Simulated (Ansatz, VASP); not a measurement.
## One calculation of TePb, two programs

Contents of INCAR:

```
SYSTEM = TePb
PREC = Accurate ; ENCUT = 520
EDIFF = 1E-6 ; ISMEAR = 0
SIGMA = 0.05 ; LREAL = .False.
LASPH = .True. ; NELM = 60
ALGO = Normal ; ISIF = 2
LWAVE = .False. ; LCHARG = .False.
GGA = PE ; NBANDS = 17
```

Contents of KPOINTS:

```
Automatic mesh
0
Gamma
  8 8 8
  0 0 0
```

Contents of POSCAR:

```
TePb
1.0
   -0.3406638029      3.0659742257      3.0659742257
    3.0659742257     -0.3406638029      3.0659742257
    3.0659742257      3.0659742257     -0.3406638029
Te Pb
1 1
Direct
    0.5000000000      0.5000000000      0.5000000000
    0.0000000000      0.0000000000      0.0000000000
```

Input for Ansatz:

```yaml
crystal:
  lattice:
    - [-0.3406638029, 3.0659742257, 3.0659742257]
    - [3.0659742257, -0.3406638029, 3.0659742257]
    - [3.0659742257, 3.0659742257, -0.3406638029]
  atoms:
    - { symbol: Te, position: [0.5, 0.5, 0.5] }
    - { symbol: Pb, position: [0.0, 0.0, 0.0] }
basis:
  ecutwfc: 420
kpoints:
  mp_grid: { grid: [8, 8, 8] }
hamiltonian:
  xc: pbe
scf:
  occupations: { method: gaussian, width: 0.05 }
output:
  forces: true
  stress: true
  eigenvalues: true
```

Alike in both runs: task single point; functional PBE; k mesh 8 × 8 × 8; occupations gaussian, width 0.05 eV; no spin polarisation.

```csv
,VASP,Ansatz
version,VASP 6.6.1,Ansatz 0.2.0
potentials or method,"VASP PAW PBE potentials, release 64 (Te, Pb_d)","scalar-relativistic, plane waves, PAW"
plane-wave cutoff (eV),520,420
valence electrons in the cell,20,30
```

Ansatz gave:

| Item | Value |
| --- | --- |
| gap on the k mesh at the Fermi level (eV) | none |
| pressure (GPa) | 1.9 |
| largest component of the traceless stress (GPa) | 1.12 |

Question: What did VASP give for the same quantities?

Answer: gap on the k mesh at the Fermi level (eV): none; pressure (GPa): 1.9; largest component of the traceless stress (GPa): 1.13.

A gap of «none» marks a metal or a gap that the smearing closes. With one functional, cell and mesh, what is left measures potentials, basis and numerics. The two sets of potentials don't hold the same shells in valence.

The runs have no spin-orbit coupling, so splittings on Pb, Te are missing.
